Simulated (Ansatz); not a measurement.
Given:

Starting cell, ZrO2 (tetragonal-ZrO2 type, space group P4_2/nmc):

```
ZrO2
1.0
    3.58446     0.00000     0.00000
    0.00000     3.58446     0.00000
    0.00000     0.00000     5.17872
Zr O
2 4
Cartesian
  0.00000   0.00000   0.00000
  1.79223   1.79223   2.58936
  0.00000   1.79223   1.04173
  0.00000   1.79223   3.63109
  1.79223   0.00000   1.54763
  1.79223   0.00000   4.13699
```

In this cell atom 6 (O, nearest neighbour Zr at 2.073 Å; its periodic images, 3.6 Å or more away, move with it) is moved by s along Cartesian [110], unit vector (0.707, 0.707, 0.000); all other atoms and the cell stay fixed.

Calculation: PBEsol (plane waves to 420 eV, PAW, scalar-relativistic; Ansatz, a first-principles code). k mesh 8×8×5 (Γ-centred), Fermi-Dirac smearing 0.05 eV. The energy includes the smearing's −TS. The PAW data are Ansatz's earlier set. This is a high-temperature form of ZrO2. ZrO2 is run without spin polarisation. ZrO2 was relaxed with its symmetry unable to fall. The zero of ΔE is the undisplaced structure.

The scan covers s from -0.410 to 0.410 Å in 11 points.

Problem. Is the energy the same for equal positive and negative displacements?

Solution. Even: the same for both signs. With its periodic images moving along, the atom's site symmetry in this cell is mm2.

Problem. What is the force constant k = d²E/ds² of this move at s = 0?

Solution. 11.2 eV/Å².

(A displaced cell: forces are minus the slopes of the energy, force constants its curvatures, and phonons follow from these.)
